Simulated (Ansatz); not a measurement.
# SnO: further runs on a relaxed guess

Computed with Ansatz 0.2.0 (DFT PBE, scalar-relativistic, plane waves, PAW, unless a step's input says otherwise).

## (1) Starting point

The structure is hexagonal, space group P6_3/mmc (No. 194). Conventional cell: a = 3.469 Å, b = 3.469 Å, c = 6.438 Å, α = 90.00°, β = 90.00°, γ = 120.00°. Sn (site symmetry -3m) is surrounded by 6 O at 2.57 Å. Around O (site symmetry -6m2) lie 6 Sn at 2.57 Å.

Structure file:

```cif
data_structure
_symmetry_space_group_name_H-M 'P6_3/mmc'
_symmetry_Int_Tables_number 194
_cell_length_a 3.4690
_cell_length_b 3.4690
_cell_length_c 6.4380
_cell_angle_alpha 90.000
_cell_angle_beta 90.000
_cell_angle_gamma 120.000
_cell_volume 67.09
loop_
_atom_site_label
_atom_site_type_symbol
_atom_site_symmetry_multiplicity
_atom_site_Wyckoff_symbol
_atom_site_fract_x
_atom_site_fract_y
_atom_site_fract_z
_atom_site_occupancy
Sn1 Sn 2 a 0.00000 0.00000 0.00000 1
O1 O 2 d 0.33333 0.66667 0.75000 1
```

The cell was relaxed beforehand at this level, starting from a generated guess, and another structure or a mixture of phases may lie lower. At a tolerance of 0.05 Å it has space group P6_3/mmc (No. 194); it has 16.77 Å³/atom, an uncorrected energy of -0.73 eV/atom over the elements.

## (2) Static run: bands, density of states and charges

The input, input.yaml:

```yaml
crystal:
  lattice:
    - [3.4689528648, 0.0, 0.0]
    - [-1.7344764324, 3.0042013054, 0.0]
    - [0.0, 0.0, 6.4379904662]
  atoms:
    - { symbol: Sn, position: [0.0, 0.0, 0.0] }
    - { symbol: Sn, position: [0.0, 0.0, 0.5] }
    - { symbol: O, position: [0.3333333333, 0.6666666667, 0.75] }
    - { symbol: O, position: [0.6666666667, 0.3333333333, 0.25] }
basis:
  ecutwfc: 420
kpoints:
  mp_grid: { grid: [18, 18, 8] }
  band_path:
    path:
      - [[0.0, 0.0, 0.0], [0.5, 0.0, 0.0], [0.33333333, 0.33333333, 0.0], [0.0, 0.0, 0.0], [0.0, 0.0, 0.5], [0.5, 0.0, 0.5], [0.33333333, 0.33333333, 0.5], [0.0, 0.0, 0.5]]
      - [[0.5, 0.0, 0.5], [0.5, 0.0, 0.0]]
      - [[0.33333333, 0.33333333, 0.5], [0.33333333, 0.33333333, 0.0]]
    npoints: 14
hamiltonian:
  xc: pbe
scf:
  occupations: { method: gaussian, width: 0.1 }
  n_extra_bands: 10
output:
  forces: true
  stress: true
  eigenvalues: true
  populations: true
  dos: { projected: true, de: 0.02, nscf_kmesh: { grid: [22, 22, 10] } }
  bader: true
  write_density: true
  write_potential: true
  elf: true
  volumetric_format: npy
```

Command:

```bash
$ ansatz run input.yaml --threads 1 --pin off --max-ram 2048MiB --backend cpu --events-out ev --progress --plain --runs-dir out
```

**Question.** How long does this run take on 1 thread of Arm Neoverse N1, shared host, and how much memory does it need?

About 1.8 min, with a peak of 0.62 GiB.
